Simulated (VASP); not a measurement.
Output of a VASP run:

OUTCAR:
```
 ion  position               nearest neighbor table
   1  0.250  0.250  0.250-   3 1.99   3 1.99   3 1.99   3 1.99   2 2.30   2 2.30   2 2.30   2 2.30
                             2 2.30   2 2.30
   2  0.750  0.750  0.750-   3 1.99   3 1.99   3 1.99   3 1.99   1 2.30   1 2.30   1 2.30   1 2.30
                             1 2.30   1 2.30
   3  0.000  0.000  0.000-   2 1.99   2 1.99   2 1.99   1 1.99   2 1.99   1 1.99   1 1.99   1 1.99
  LATTYP: Found a face centered cubic cell.
 ALAT       =     4.5999336698
 Subroutine PRICEL returns:
 Original cell was already a primitive cell.
 Subroutine GETGRP returns: Found 48 space group operations
The static configuration has the point symmetry O_h .
The dynamic configuration has the point symmetry O_h .
 Subroutine INISYM returns: Found 48 space group operations
 Subroutine IBZKPT returns following result:
 Found     29 irreducible k-points:

 Following reciprocal coordinates:
            Coordinates               Weight
  0.000000  0.000000  0.000000      1.000000
  0.125000  0.000000  0.000000      8.000000
  0.250000  0.000000  0.000000      8.000000
  0.375000  0.000000  0.000000      8.000000
  0.500000  0.000000  0.000000      4.000000
  0.125000  0.125000  0.000000      6.000000
  0.250000  0.125000  0.000000     24.000000
  0.375000  0.125000  0.000000     24.000000
  0.500000  0.125000  0.000000     24.000000
 -0.375000  0.125000  0.000000     24.000000
 -0.250000  0.125000  0.000000     24.000000
 -0.125000  0.125000  0.000000     12.000000
  0.250000  0.250000  0.000000      6.000000
  0.375000  0.250000  0.000000     24.000000
  0.500000  0.250000  0.000000     24.000000
 -0.375000  0.250000  0.000000     24.000000
 -0.250000  0.250000  0.000000     12.000000
  0.375000  0.375000  0.000000      6.000000
  0.500000  0.375000  0.000000     24.000000
 -0.375000  0.375000  0.000000     12.000000
  0.500000  0.500000  0.000000      3.000000
  0.375000  0.250000  0.125000     24.000000
  0.500000  0.250000  0.125000     48.000000
 -0.375000  0.250000  0.125000     24.000000
  0.500000  0.375000  0.125000     24.000000
 -0.375000  0.375000  0.125000     48.000000
 -0.250000  0.375000  0.125000     24.000000
 -0.375000  0.500000  0.125000     12.000000
 -0.250000  0.500000  0.250000      6.000000
   k-points           NKPTS =     29   k-points in BZ     NKDIM =     29   number of bands    NBANDS=     10
   number of dos      NEDOS =    301   number of ions     NIONS =      3
   total plane-waves  NPLWV =  13824
   dimension x,y,z NGX =    24 NGY =   24 NGZ =   24
   dimension x,y,z NGXF=    48 NGYF=   48 NGZF=   48
   ions per type =               2   1
   PREC   = accura    normal or accurate (medium, high low for compatibility)
   ISTART =      0    job   : 0-new  1-cont  2-samecut
   ICHARG =      2    charge: 1-file 2-atom 10-const
   ISPIN  =      1    spin polarized calculation?
   LNONCOLLINEAR =      F non collinear calculations
   LSORBIT =      F    spin-orbit coupling
   INIWAV =      1    electr: 0-lowe 1-rand  2-diag
   ENCUT  =  520.0 eV  38.22 Ry    6.18 a.u.   6.05  6.05  6.05*2*pi/ulx,y,z
   NELM   =    100;   NELMIN=  2; NELMDL= -5     # of ELM steps
   EDIFF  = 0.1E-05   stopping-criterion for ELM
   LREAL  =      F    real-space projection
   NLSPLINE    = F    spline interpolate recip. space projectors
   LMAXMIX     =    2 max onsite mixed and CHGCAR
   VOSKOWN=      0    Vosko Wilk Nusair interpolation
   EDIFFG = -.2E-01   stopping-criterion for IOM
   NSW    =     60    number of steps for IOM
   NBLOCK =      1;   KBLOCK =     60    inner block; outer block
   IBRION =      2    ionic relax: 0-MD 1-quasi-New 2-CG
   NFREE  =      1    steps in history (QN), initial steepest desc. (CG)
   ISIF   =      3    stress and relaxation
   ISYM   =      2    0-nonsym 1-usesym 2-fastsym
   TEIN   =    0.0    initial temperature
   TEBEG  =    0.0;   TEEND  =   0.0 temperature during run
   SMASS  =  -3.00    Nose mass-parameter (am)
   PSTRESS=    0.0 pullay stress
   NELECT =      12.0000    total number of electrons
...
```

File OSZICAR:
```
...
DAV:   6    -0.165502395331E+02    0.10372E+02   -0.91085E+00   586   0.268E+01    0.230E+00
DAV:   7    -0.191076229403E+02   -0.25574E+01   -0.88198E-01   590   0.131E+01    0.176E+00
DAV:   8    -0.151606772318E+02    0.39469E+01   -0.12013E+00   626   0.819E+00    0.176E+00
DAV:   9    -0.184762343001E+02   -0.33156E+01   -0.43395E+00   590   0.161E+01    0.291E+00
DAV:  10    -0.184169005643E+02    0.59334E-01   -0.23205E-01   580   0.508E+00    0.209E+00
DAV:  11    -0.184424784284E+02   -0.25578E-01   -0.73225E-02   580   0.241E+00    0.138E+00
DAV:  12    -0.183922774787E+02    0.50201E-01   -0.10913E-01   638   0.235E+00    0.357E-01
DAV:  13    -0.184119686026E+02   -0.19691E-01   -0.51541E-02   584   0.229E+00    0.219E-01
DAV:  14    -0.184123064511E+02   -0.33785E-03   -0.30778E-03   662   0.636E-01    0.267E-01
DAV:  15    -0.184101933772E+02    0.21131E-02   -0.49047E-03   604   0.592E-01    0.609E-02
DAV:  16    -0.184111293286E+02   -0.93595E-03   -0.44555E-04   610   0.297E-01    0.418E-02
DAV:  17    -0.184113065951E+02   -0.17727E-03   -0.13036E-04   614   0.136E-01    0.198E-02
DAV:  18    -0.184112805133E+02    0.26082E-04   -0.58791E-05   676   0.639E-02    0.421E-03
DAV:  19    -0.184113187709E+02   -0.38258E-04   -0.18200E-05   606   0.510E-02    0.391E-03
DAV:  20    -0.184113192924E+02   -0.52144E-06   -0.87290E-06   612   0.363E-02
   1 F= -.18411319E+02 E0= -.18411319E+02  d E =-.184113E+02
       N       E                     dE             d eps       ncg     rms          rms(c)
DAV:   1    -0.184518663637E+02   -0.40548E-01   -0.78578E-01   604   0.887E+00    0.150E+00
DAV:   2    -0.184239746130E+02    0.27892E-01   -0.22613E-01   582   0.405E+00    0.434E-01
DAV:   3    -0.184183461199E+02    0.56285E-02   -0.64427E-03   628   0.111E+00    0.264E-01
DAV:   4    -0.184154467951E+02    0.28993E-02   -0.20587E-02   588   0.161E+00    0.208E-01
DAV:   5    -0.184177633284E+02   -0.23165E-02   -0.16641E-02   580   0.168E+00    0.235E-02
DAV:   6    -0.184189521154E+02   -0.11888E-02   -0.10634E-03   580   0.407E-01    0.192E-02
DAV:   7    -0.184189549230E+02   -0.28076E-05   -0.10464E-05   924   0.369E-02    0.182E-02
DAV:   8    -0.184189494610E+02    0.54620E-05   -0.34224E-05   610   0.765E-02    0.179E-02
DAV:   9    -0.184189516010E+02   -0.21401E-05   -0.13952E-05   606   0.544E-02    0.231E-03
DAV:  10    -0.184189539317E+02   -0.23307E-05   -0.60493E-07   470   0.123E-02    0.129E-03
DAV:  11    -0.184189536524E+02    0.27929E-06   -0.19720E-07   338   0.512E-03
   2 F= -.18418954E+02 E0= -.18418954E+02  d E =-.763436E-02
       N       E                     dE             d eps       ncg     rms          rms(c)
DAV:   1    -0.184334519084E+02   -0.14498E-01   -0.33328E-01   628   0.579E+00    0.973E-01
DAV:   2    -0.184212864397E+02    0.12165E-01   -0.91290E-02   584   0.261E+00    0.288E-01
DAV:   3    -0.184199794997E+02    0.13069E-02   -0.27440E-03   644   0.729E-01    0.185E-01
DAV:   4    -0.184182111047E+02    0.17684E-02   -0.12715E-02   588   0.124E+00    0.177E-01
DAV:   5    -0.184197212730E+02   -0.15102E-02   -0.88183E-03   580   0.119E+00    0.215E-02
DAV:   6    -0.184200934491E+02   -0.37218E-03   -0.39145E-04   580   0.244E-01    0.129E-02
DAV:   7    -0.184200918331E+02    0.16160E-05   -0.10747E-05   752   0.348E-02    0.824E-03
DAV:   8    -0.184200865800E+02    0.52531E-05   -0.77164E-06   608   0.336E-02    0.378E-03
DAV:   9    -0.184200862568E+02    0.32324E-06   -0.38076E-06   626   0.259E-02
   3 F= -.18420086E+02 E0= -.18420086E+02  d E =-.876696E-02
```

File OUTCAR:
```
------------------------ aborting loop because EDIFF is reached ----------------------------------------
  FORCE on cell =-STRESS in cart. coord.  units (eV):
  Direction    XX          YY          ZZ          XY          YZ          ZX
  --------------------------------------------------------------------------------------
  Total        0.0321245      0.0321245      0.0321245      0.0000000      0.0000000     -0.0000000
  in kB        2.1991171      2.1991171      2.1991171      0.0000000      0.0000000     -0.0000000
  external PRESSURE =       2.1991171 kB  Pullay stress =       0.0000000 kB
  volume of cell :       23.40
      direct lattice vectors                 reciprocal lattice vectors
     0.000000000  2.270332201  2.270332201    -0.220232088  0.220232088  0.220232088
     2.270332201 -0.000000000  2.270332201     0.220232088 -0.220232088  0.220232088
     2.270332201  2.270332201 -0.000000000     0.220232088  0.220232088 -0.220232088
 POSITION                                       TOTAL-FORCE (eV/Angst)
 -----------------------------------------------------------------------------------
      1.13517      1.13517      1.13517        -0.000000     -0.000000      0.000000
      3.40550      3.40550      3.40550         0.000000      0.000000     -0.000000
      0.00000      0.00000      0.00000         0.000000      0.000000      0.000000
 -----------------------------------------------------------------------------------
    total drift:                               -0.000000      0.000000      0.000000
  FREE ENERGIE OF THE ION-ELECTRON SYSTEM (eV)
  ---------------------------------------------------
  free  energy   TOTEN  =       -18.4200862568 eV

  energy  without entropy=      -18.4200862568  energy(sigma->0) =      -18.42008626

 reached required accuracy - stopping structural energy minimisation
```
(Selected blocks of OUTCAR.)

File POSCAR:
```
Li2O
1
    0.0000000000     2.2999668349     2.2999668349
    2.2999668349     0.0000000000     2.2999668349
    2.2999668349     2.2999668349     0.0000000000
Li O
2 1
Direct
  0.2500000000   0.2500000000   0.2500000000
  0.7500000000   0.7500000000   0.7500000000
  1.0000000000   0.0000000000   0.0000000000
```

Question: Reconstruct the remaining input files.

Answer: Several could match; the one computed here: the input of the run itself, MS2 meta-GGA, plane waves, VASP's PBE PAW potentials (set 64).

INCAR:
```
SYSTEM = Li2O
PREC = Accurate; ENCUT = 520; LREAL = .FALSE.
LASPH = .TRUE.
EDIFF = 1E-6; NELM = 100; ALGO = Normal
LMIXTAU = .TRUE.
ISMEAR = 0; SIGMA = 0.05
METAGGA = MS2
IBRION = 2; NSW = 60; ISIF = 3
EDIFFG = -0.02
LWAVE = .FALSE.; LCHARG = .FALSE.
```

### KPOINTS
```
Automatic
0
gamma
 8 8 8
```

POTCAR, in this order: Li_sv O (PBE.64 set). Program: vasp_std.

Energy and stress use the plane-wave basis of the starting cell.

The compound is Li2O in the antifluorite structure. This run relaxes it. Symmetry was kept, so distortions that lower it aren't found.
